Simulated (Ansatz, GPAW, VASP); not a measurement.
# GaAs: 3 runs at one level of theory

```
CELL_PARAMETERS angstrom
0.00000 2.82685 2.82685
2.82685 0.00000 2.82685
2.82685 2.82685 0.00000
ATOMIC_POSITIONS crystal
As 0.75000 0.75000 0.75000
Ga 0.00000 0.00000 0.00000
```

Alike in all runs: task single point; functional PBE; k mesh 8 × 8 × 8; occupations gaussian, width 0.028 eV; no spin polarisation; no spin-orbit coupling. Pressure is positive in compression and, in plane waves, holds the error of the finite cutoff.

```tsv
program and potentials	plane-wave cutoff (eV)	notes	band gap (eV)	pressure (GPa)
VASP, PBE PAW files As, Ga_d, 520 eV	520	9 valence electrons an atom on average	?	?
GPAW, GPAW PAW data sets (gpaw-data 1.2.1)	600	4 valence electrons an atom on average	0.59	4.33
Ansatz, all-electron LAPW, scalar-relativistic	-	-	0.52	3.27
```

Q: Estimate from the other rows what the run with VASP, PBE PAW files As, Ga_d, 520 eV gave.

A: Band gap 0.52 eV; pressure 3.51 GPa. The other rows, which needn't bracket it: band gap 0.52 to 0.59; pressure 3.27 to 4.33.
